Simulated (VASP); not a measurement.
Write the native input for VASP 6.6.1 that does the following.

| Property | Result |
| --- | --- |
| Task | single point |
| Functional | PBE |
| Potentials or basis | VASP PAW PBE potentials, release 64 (Li_sv) |
| Cutoff | 520 eV |
| k mesh | 16 × 16 × 16 |
| Occupations | gaussian, width 0.1 eV |
| Spin | no spin polarisation |
| Dipole correction | no |
| Further INCAR settings | ALGO = Fast; EDIFF = 1e-07; NBANDS = 8 |

The structure of Li lies in POSCAR:

```
Li
1.0
   -1.7158076012      1.7158076012      1.7158076012
    1.7158076012     -1.7158076012      1.7158076012
    1.7158076012      1.7158076012     -1.7158076012
Li
1
Direct
    0.0000000000      0.0000000000      0.0000000000
```

These files were run (other wordings do the same):

INCAR

```
PREC     = Accurate       # precision mode
ENCUT    = 520            # plane-wave cutoff, eV
EDIFF    = 1E-7           # SCF threshold, eV
ISMEAR   = 0              # smearing method
SIGMA    = 0.1            # smearing width, eV
LREAL    = F              # projectors in reciprocal space
LASPH    = T              # aspherical terms in the spheres
NELM     = 100            # most SCF steps
ALGO     = Fast           # electronic algorithm
ISIF     = 2              # what is computed and relaxed
LWAVE    = F              # write WAVECAR
LCHARG   = T              # write CHGCAR
GGA      = PE             # functional
LELF     = T              # ELF
LVHAR    = T            
NBANDS   = 8              # bands
```

KPOINTS

```
Automatic mesh
0
Gamma
  16 16 16
```

Potentials or basis: VASP PAW PBE potentials, release 64 (Li_sv).

Run with:

```console
$ cat potpaw_PBE.64/Li_sv/POTCAR > POTCAR
$ mpirun -np 1 vasp_std > vasp.out
```

Results of the run:

```json
{
  "Band gap on the k mesh": "none (metal or under the smearing width)"
}
```

Run time: 15 s on 1 thread of Intel(R) Xeon(R) Platinum 8559C (Emerald Rapids), with other jobs on the host, peak memory 0.13 GiB.
